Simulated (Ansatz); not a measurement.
# Static equation of state of Al2P3H3O9 (P6_3/m) (136 atoms)

The cell holds 136 atoms: 16 Al, 24 H, 24 P and 72 O. Its edges and angles: a = 15.621 Å, b = 15.624 Å, c = 7.142 Å, α = 90.0°, β = 90.0°, γ = 120.0°. It derives from Al2P3H3O9 (P6_3/m), repeated 2×2×1. The starting structure: Al2P3H3O9, space group P6_3/m, structure from the Crystallography Open Database, 2 x 2 x 1 conventional cells; every coordinate displaced by a Gaussian of 0.03 Å; bonds to H set to neutron lengths (C-H 1.089, N-H 1.015, O-H 0.983, B-H 1.19 Å) where the listed ones are shorter.

Calculated with Ansatz 0.2.0: Kohn-Sham DFT, PBE+D4, PAW (set soft_2), plane waves; cutoff 420 eV, k-mesh 1×1×2, fermi-dirac smearing of 0.025 eV. Cell and atoms were relaxed first, to V0 = 11.099 Å³ an atom at a residual P0 = -0.002 GPa. The cell was then scaled evenly, and the atoms were relaxed at each volume.

```
volume (Å³/atom)  pressure (GPa)
          9.9894               ?
          10.433           3.128
          10.766           1.439
          11.432          -1.257
          11.765          -2.348
```

Task: Fit the third-order Birch–Murnaghan equation to the rows given and extrapolate to the withheld row.

Worked fit:

Take the Eulerian strain f = ½[(V0/V)^(2/3) − 1] and the normalised pressure F = (P − P0) / [3f(1 + 2f)^(5/2)]. The third-order Birch–Murnaghan equation is then the line F = B0 + (3/2)B0(B′ − 4) f, so u = f and v = F.

```
      u = f  v = F (GPa)
  0.0210565      44.6880
  0.0102566      44.5129
-0.00975627      45.0675
 -0.0190505      45.2352
```

With n = 4: mean u = 6.2659e-4, mean v = 44.8759, Σ(u − ū)² = 0.0010051, Σ(u − ū)(v − v̄) = -0.016393. Slope b = -0.016393 / 0.0010051 = -16.310; intercept a = v̄ − b ū = 44.886.

So B0 = a = 44.9 GPa and B′ = 4 + 2b/(3a) = 3.76. At the withheld volume f = 0.03638, F = a + b f = 44.29 GPa, and P = P0 + 3f(1 + 2f)^(5/2) F.

Prediction at 9.9894: 5.761 GPa. The run gave 5.919 GPa, so the fit is low by 0.16 GPa (2.7 % of the value).

Among the rows given, the largest miss of the fit is at 10.433, by 0.010 GPa (0.12 % of the range of the table).

Limits: Static cells at zero temperature; the cell shape is held. The program notes that the SCF threshold of these relaxations is loose for the stress.

[Logs are printed without paths, hosts, clocks, repeated set-up lines and the standing remarks that a program may print on its own settings, such as how far it seeks lower states.]

[Hosts, paths, dates, database ids (printed as entryN), source tags and the programs' standing remarks are cut or masked in the printed files.]
